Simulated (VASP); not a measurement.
# CaF2 (Fm-3m) in VASP: band structure with LDA

Aim: the band structure of CaF2 with LDA.

All numbers are computed with VASP 6.6.1; they aren't measurements. Logs are shortened: lines on timing, memory, paths and dates and some standing lists are left out, and cuts for length are marked.

### Step 1. The structure

Symmetry: Fm-3m, No. 225, cubic system. Conventional cell: a = 5.333 Å, b = 5.333 Å, c = 5.333 Å, α = 90.00°, β = 90.00°, γ = 90.00°. Ca (site symmetry m-3m) has 8 F at 2.31 Å as nearest neighbours. F (site symmetry -43m) has 4 Ca at 2.31 Å as nearest neighbours.

The cell was built by a generator and needn't be a form met in nature.

### Step 2. Band structure, LDA

POSCAR reads:

```
CaF2                                    
1.0
   -0.0000000000      2.6665981209      2.6665981209
    2.6665981209      0.0000000000      2.6665981209
    2.6665981209      2.6665981209      0.0000000000
  Ca              F             
     1     2
Direct
     0.0000000000000000    0.0000000000000000    0.0000000000000000
     0.2500000000000000    0.2500000000000000    0.2500000000000000
     0.7500000000000000    0.7500000000000000    0.7500000000000000
```

INCAR.step1 reads:

```
SYSTEM = CaF2
PREC = Accurate ; ENCUT = 520
EDIFF = 1E-6 ; ISMEAR = 0
SIGMA = 0.02 ; LREAL = .False.
LASPH = .True. ; NELM = 80
ALGO = Normal ; ISIF = 2
LWAVE = .False. ; LCHARG = .True.
GGA = CA
```

KPOINTS.step1 reads:

```
regular mesh
0
Gamma
  10 10 10
  0 0 0
```

INCAR.step2 reads:

```
SYSTEM = CaF2
PREC = Accurate ; ENCUT = 520
EDIFF = 1E-6 ; ISMEAR = 0
SIGMA = 0.05 ; LREAL = .False.
LASPH = .True. ; NELM = 80
ALGO = Normal ; ISIF = 2
LWAVE = .False. ; LCHARG = .False.
GGA = CA ; ICHARG = 11
```

KPOINTS.step2 reads:

```
path GXWKGLUWLK,UX
15
line-mode
reciprocal
 0.0000000000  0.0000000000  0.0000000000  G
 0.5000000000  0.0000000000  0.5000000000  X

 0.5000000000  0.0000000000  0.5000000000  X
 0.5000000000  0.2500000000  0.7500000000  W

 0.5000000000  0.2500000000  0.7500000000  W
 0.3750000000  0.3750000000  0.7500000000  K

 0.3750000000  0.3750000000  0.7500000000  K
 0.0000000000  0.0000000000  0.0000000000  G

 0.0000000000  0.0000000000  0.0000000000  G
 0.5000000000  0.5000000000  0.5000000000  L

 0.5000000000  0.5000000000  0.5000000000  L
 0.6250000000  0.2500000000  0.6250000000  U

 0.6250000000  0.2500000000  0.6250000000  U
 0.5000000000  0.2500000000  0.7500000000  W

 0.5000000000  0.2500000000  0.7500000000  W
 0.5000000000  0.5000000000  0.5000000000  L

 0.5000000000  0.5000000000  0.5000000000  L
 0.3750000000  0.3750000000  0.7500000000  K

 0.6250000000  0.2500000000  0.6250000000  U
 0.5000000000  0.0000000000  0.5000000000  X
```

Potentials or basis: VASP PAW LDA potentials, release 64 (Ca_sv, F).

The run is started by

```console
$ cat potpaw_LDA.64/Ca_sv/POTCAR potpaw_LDA.64/F/POTCAR > POTCAR
$ cp INCAR.step1 INCAR
$ cp KPOINTS.step1 KPOINTS
$ mpirun -np 1 vasp_std > vasp.out
$ cp INCAR.step2 INCAR
$ cp KPOINTS.step2 KPOINTS
$ mpirun -np 1 vasp_std > vasp.out
```

OUTCAR:

```text
SYSTEM = CaF2
   PREC = Accurate
   ENCUT = 520
   EDIFF = 1E-6
   ISMEAR = 0
   LREAL = .False.
   LASPH = .True.
   NELM = 80
   ISIF = 2
   GGA = CA
   ICHARG = 11

 ion  position               nearest neighbor table
   1  0.000  0.000  0.000-   3 2.31   3 2.31   3 2.31   2 2.31   3 2.31   2 2.31   2 2.31   2 2.31

   2  0.250  0.250  0.250-   1 2.31   1 2.31   1 2.31   1 2.31
   3  0.750  0.750  0.750-   1 2.31   1 2.31   1 2.31   1 2.31

  LATTYP: Found a face centered cubic cell.
 ALAT       =     5.3331962418

  Lattice vectors:

 A1 = (   0.0000000000,   2.6665981209,   2.6665981209)
 A2 = (   2.6665981209,   0.0000000000,   2.6665981209)
 A3 = (   2.6665981209,   2.6665981209,   0.0000000000)

Analysis of symmetry for initial positions (statically):
=====================================================================
 Subroutine PRICEL returns:
 Original cell was already a primitive cell.

 Routine SETGRP: Setting up the symmetry group for a
 face centered cubic supercell.

 Subroutine GETGRP returns: Found 48 space group operations
 (whereof 48 operations were pure point group operations)
 out of a pool of 48 trial point group operations.

The static configuration has the point symmetry O_h .

Analysis of symmetry for dynamics (positions and initial velocities):
=====================================================================
 Subroutine PRICEL returns:
 Original cell was already a primitive cell.

 Routine SETGRP: Setting up the symmetry group for a
 face centered cubic supercell.

 Subroutine GETGRP returns: Found 48 space group operations
 (whereof 48 operations were pure point group operations)
 out of a pool of 48 trial point group operations.

The dynamic configuration has the point symmetry O_h .

 Subroutine INISYM returns: Found 48 space group operations
 (whereof 48 operations are pure point group operations),
 and found     1 'primitive' translations

----------------------------------------------------------------------------------------

                                     Primitive cell

  volume of cell :      37.9230

  direct lattice vectors                    reciprocal lattice vectors
     0.000000000  2.666598121  2.666598121    -0.187504820  0.187504820  0.187504820
     2.666598121  0.000000000  2.666598121     0.187504820 -0.187504820  0.187504820
     2.666598121  2.666598121  0.000000000     0.187504820  0.187504820 -0.187504820

  length of vectors
     3.771139228  3.771139228  3.771139228     0.324767874  0.324767874  0.324767874

  position of ions in fractional coordinates (direct lattice)
     0.000000000  0.000000000  0.000000000
     0.250000000  0.250000000  0.250000000
     0.750000000  0.750000000  0.750000000

  ion indices of the primitive-cell ions
   primitive index   ion index
                 1           1
                 2           2
                 3           3

----------------------------------------------------------------------------------------

 KPOINTS: path GXWKGLUWLK,UX

Interpolating k-points between supplied coordinates.

 Line segments in fractional coordinates (reciprocal lattice):
    0.000000  0.000000  0.000000  ...  0.500000  0.000000  0.500000
    0.500000  0.000000  0.500000  ...  0.500000  0.250000  0.750000
    0.500000  0.250000  0.750000  ...  0.375000  0.375000  0.750000
    0.375000  0.375000  0.750000  ...  0.000000  0.000000  0.000000
    0.000000  0.000000  0.000000  ...  0.500000  0.500000  0.500000
    0.500000  0.500000  0.500000  ...  0.625000  0.250000  0.625000
    0.625000  0.250000  0.625000  ...  0.500000  0.250000  0.750000
    0.500000  0.250000  0.750000  ...  0.500000  0.500000  0.500000
    0.500000  0.500000  0.500000  ...  0.375000  0.375000  0.750000
    0.625000  0.250000  0.625000  ...  0.500000  0.000000  0.500000

 Generated    15 points on each line segment, for a total of    150 k-points:

 Following reciprocal coordinates:
            Coordinates               Weight
  0.000000  0.000000  0.000000      0.006667
  0.035714  0.000000  0.035714      0.006667
  0.071429  0.000000  0.071429      0.006667
  0.107143  0.000000  0.107143      0.006667
  0.142857  0.000000  0.142857      0.006667
  0.178571  0.000000  0.178571      0.006667
[... 16 lines left out ...]
  0.500000  0.125000  0.625000      0.006667
  0.500000  0.142857  0.642857      0.006667
 [... further k-points ...]
   k-points           NKPTS =    150   k-points in BZ     NKDIM =    150   number of bands    NBANDS=     16
   number of dos      NEDOS =    301   number of ions     NIONS =      3
   total plane-waves  NPLWV =  21952
   dimension x,y,z NGX =    28 NGY =   28 NGZ =   28
   dimension x,y,z NGXF=    56 NGYF=   56 NGZF=   56
   ions per type =               1   2
   NGX,Y,Z   is equivalent  to a cutoff of  12.34, 12.34, 12.34 a.u.
   NGXF,Y,Z  is equivalent  to a cutoff of  24.69, 24.69, 24.69 a.u.
 SYSTEM =  CaF2
   PREC   = accura    normal or accurate (medium, high low for compatibility)
   ISTART =      0    job   : 0-new  1-cont  2-samecut
   ICHARG =     11    charge: 1-file 2-atom 10-const
   ISPIN  =      1    spin polarized calculation?
   LNONCOLLINEAR =      F non collinear calculations
   LSORBIT =      F    spin-orbit coupling
   LASPH  =      T    aspherical Exc in radial PAW
   ENCUT  =  520.0 eV  38.22 Ry    6.18 a.u.   7.01  7.01  7.01*2*pi/ulx,y,z
   NELM   =     80;   NELMIN=  2; NELMDL=  0     # of ELM steps
   EDIFF  = 0.1E-05   stopping-criterion for ELM
   LREAL  =      F    real-space projection
   EDIFFG = 0.1E-04   stopping-criterion for IOM
   NSW    =      0    number of steps for IOM
   IBRION =     -1    ionic relax: 0-MD 1-quasi-New 2-CG
   NFREE  =      0    steps in history (QN), initial steepest desc. (CG)
   ISIF   =      2    stress and relaxation
   ISYM   =      2    0-nonsym 1-usesym 2-fastsym
   POTIM  = 0.5000    time-step for ionic-motion
   TEBEG  =    0.0;   TEEND  =   0.0 temperature during run
   PSTRESS=    0.0 pullay stress
   NELECT =      24.0000    total number of electrons
   NUPDOWN=      -1.0000    fix difference up-down
   EMIN   =  10.00;   EMAX   =-10.00  energy-range for DOS
   EFERMI =   0.00;   METHOD = LEGACY
   ISMEAR =     0;   SIGMA  =   0.05  broadening in eV -4-tet -1-fermi 0-gaus
   EFERMI_NEDOS =   21; number of points for ismear=-14 and -15
   IALGO  =     38    algorithm
   IMIX   =      4    mixing-type and parameters
     AMIX     =   0.40;   BMIX     =  1.00
     AMIX_MAG =   1.60;   BMIX_MAG =  1.00
  volume/ion in A,a.u.               =      12.64        85.31
  Fermi-wavevector in a.u.,A,eV,Ry     =   1.405544  2.656092 26.879031  1.975553
  Thomas-Fermi vector in A             =   2.527994
   LORBIT       =      0    0 simple, 1 ext, 2 COOP (PROOUT), +10 PAW based schemes
   GGA     = CA    functional components
   LHFCALC =     F    Hartree Fock is set to
   AEXX    =    0.0000 exact exchange contribution
   IVDW    =     0    specifies the selected vdW correction
   LEPSILON=     F    determine dielectric tensor
   LRPA    =     F    only Hartree local field effects (RPA)
 non-spin polarized calculation
 Gauss-broadening in eV      SIGMA  =   0.05
  energy-cutoff  :      520.00
  volume of cell :       37.92
 maximum number of plane-waves:      1038
 NGX is ok and might be reduce to    28

 number of electron      24.0000012 magnetization

 Free energy of the ion-electron system (eV)
  ---------------------------------------------------
  ext. energy  EPLUGINS =         0.00000000
  ---------------------------------------------------
  free energy    TOTEN  =       -18.84173310 eV

  energy without entropy =      -18.84173310  energy(sigma->0) =      -18.84173310

 E-fermi :  -0.7211     XC(G=0): -10.7352

 val. band max:       -0.9523221912   @ k =   0.5000   0.0000   0.5000
 cond. band min:       6.3780178048   @ k =   0.0000   0.0000   0.0000
 fundamental gap:      7.3303399960
 Fermi energy:        -0.7211114244

 k-point     1 :       0.0000    0.0000    0.0000
  band No.  band energies     occupation
      1     -36.0621      2.00000
      2     -20.6658      2.00000
      3     -19.7283      2.00000
      4     -17.3002      2.00000
      5     -17.3002      2.00000
      6     -17.3002      2.00000
[... 8 lines left out ...]
     15       8.3390      0.00000
     16      10.8144      0.00000

 k-point     2 :       0.0357    0.0000    0.0357
  band No.  band energies     occupation
      1     -36.0612      2.00000
      2     -20.6725      2.00000
      3     -19.7343      2.00000
      4     -17.3022      2.00000
      5     -17.3022      2.00000
      6     -17.2887      2.00000
[... 8 lines left out ...]
     15       8.3508      0.00000
     16      10.8062      0.00000

 k-point     3 :       0.0714    0.0000    0.0714
  band No.  band energies     occupation
      1     -36.0585      2.00000
      2     -20.6924      2.00000
      3     -19.7498      2.00000
      4     -17.3080      2.00000
      5     -17.3080      2.00000
      6     -17.2550      2.00000
[... 8 lines left out ...]
     15       8.3858      0.00000
     16      10.7440      0.00000

 k-point     4 :       0.1071    0.0000    0.1071
  band No.  band energies     occupation
      1     -36.0541      2.00000
      2     -20.7232      2.00000
      3     -19.7739      2.00000
      4     -17.3174      2.00000
      5     -17.3174      2.00000
      6     -17.2012      2.00000
[... 8 lines left out ...]
     15       8.4429      0.00000
     16      10.6549      0.00000
[... 324 lines left out ...]
 k-point    22 :       0.5000    0.1071    0.6071
  band No.  band energies     occupation
      1     -35.9884      2.00000
      2     -21.0238      2.00000
      3     -20.2608      2.00000
      4     -17.4578      2.00000
      5     -17.3077      2.00000
      6     -16.5276      2.00000
[... 8 lines left out ...]
     15       9.3031      0.00000
     16      10.0020      0.00000

 k-point    23 :       0.5000    0.1250    0.6250
  band No.  band energies     occupation
      1     -35.9884      2.00000
      2     -20.9942      2.00000
      3     -20.3068      2.00000
      4     -17.4583      2.00000
      5     -17.2604      2.00000
      6     -16.5580      2.00000
[... 8 lines left out ...]
     15       9.2601      0.00000
     16       9.9090      0.00000

 k-point    24 :       0.5000    0.1429    0.6429
  band No.  band energies     occupation
      1     -35.9884      2.00000
      2     -20.9601      2.00000
      3     -20.3569      2.00000
      4     -17.4588      2.00000
      5     -17.2093      2.00000
      6     -16.5926      2.00000
[... 8 lines left out ...]
     15       9.2150      0.00000
     16       9.8160      0.00000

 [... further k-points ...]
[... 5 lines left out ...]
  --------------------------------------------------------------------------------------
  -------------------------------------------------------------------------------------
  Total        1.3728297      1.3728297      1.3728297     -0.0000000     -0.0000000      0.0000000
  in kB       57.9995390     57.9995390     57.9995390     -0.0000000     -0.0000000      0.0000000
  external PRESSURE =      57.9995390 kB  Pullay stress =       0.0000000 kB

 VOLUME and BASIS-vectors are now :
 -----------------------------------------------------------------------------
  energy-cutoff  :      520.00
  volume of cell :       37.92
      direct lattice vectors                 reciprocal lattice vectors
     0.000000000  2.666598121  2.666598121    -0.187504820  0.187504820  0.187504820
     2.666598121  0.000000000  2.666598121     0.187504820 -0.187504820  0.187504820
     2.666598121  2.666598121  0.000000000     0.187504820  0.187504820 -0.187504820

 POSITION                                       TOTAL-FORCE (eV/Angst)
 -----------------------------------------------------------------------------------
      0.00000      0.00000      0.00000         0.000000      0.000000      0.000000
      1.33330      1.33330      1.33330         0.000000     -0.000000     -0.000000
      3.99990      3.99990      3.99990        -0.000000      0.000000      0.000000
 -----------------------------------------------------------------------------------
    total drift:                                0.000000      0.000000      0.000000

  FREE ENERGIE OF THE ION-ELECTRON SYSTEM (eV)
  ---------------------------------------------------
  free  energy   TOTEN  =       -18.8417330954 eV

  energy  without entropy=      -18.8417330954  energy(sigma->0) =      -18.84173310
```

Run time: 28 s. Hardware: 1 thread of Intel Xeon 6975P-C (Granite Rapids), shared host; peak memory 0.2 GiB.

What came out:

```yaml
Band_gap_on_the_k_mesh: 7.33 eV, indirect (least direct gap 7.60 eV)
Band_gap_along_the_path: 7.33 eV, indirect (least direct gap 7.60 eV)
```

Levels at the corners of the path, in eV from the valence-band top:
| point | band 10 | band 11 | band 12 | band 13 | band 14 | band 15 |
| --- | --- | --- | --- | --- | --- | --- |
| Γ | -0.27 | -0.27 | -0.27 | 7.33 | 9.29 | 9.29 |
| X | -0.42 | -0.42 | 0.00 | 8.05 | 9.84 | 10.39 |
| X | -0.42 | -0.42 | 0.00 | 8.05 | 9.84 | 10.39 |
| W | -1.14 | -0.33 | -0.10 | 8.41 | 9.99 | 10.28 |
| W | -1.14 | -0.33 | -0.10 | 8.41 | 9.99 | 10.28 |
| K | -0.75 | -0.48 | -0.11 | 8.33 | 10.04 | 10.07 |
| K | -0.75 | -0.48 | -0.11 | 8.33 | 10.04 | 10.07 |
| Γ | -0.27 | -0.27 | -0.27 | 7.33 | 9.29 | 9.29 |
| Γ | -0.27 | -0.27 | -0.27 | 7.33 | 9.29 | 9.29 |
| L | -1.36 | -0.90 | -0.90 | 9.56 | 9.56 | 10.12 |
| L | -1.36 | -0.90 | -0.90 | 9.56 | 9.56 | 10.12 |
| U | -0.75 | -0.48 | -0.11 | 8.33 | 10.04 | 10.07 |
| U | -0.75 | -0.48 | -0.11 | 8.33 | 10.04 | 10.07 |
| W | -1.14 | -0.33 | -0.10 | 8.41 | 9.99 | 10.28 |
| W | -1.14 | -0.33 | -0.10 | 8.41 | 9.99 | 10.28 |
| L | -1.36 | -0.90 | -0.90 | 9.56 | 9.56 | 10.12 |
| L | -1.36 | -0.90 | -0.90 | 9.56 | 9.56 | 10.12 |
| K | -0.75 | -0.48 | -0.11 | 8.33 | 10.04 | 10.07 |
| U | -0.75 | -0.48 | -0.11 | 8.33 | 10.04 | 10.07 |
| X | -0.42 | -0.42 | 0.00 | 8.05 | 9.84 | 10.39 |

Caveat: the log is that of the step along the path at fixed density, whose energy, stress, charges and moments have no meaning. LDA gaps usually lie below the measured ones, often by a third to a half.
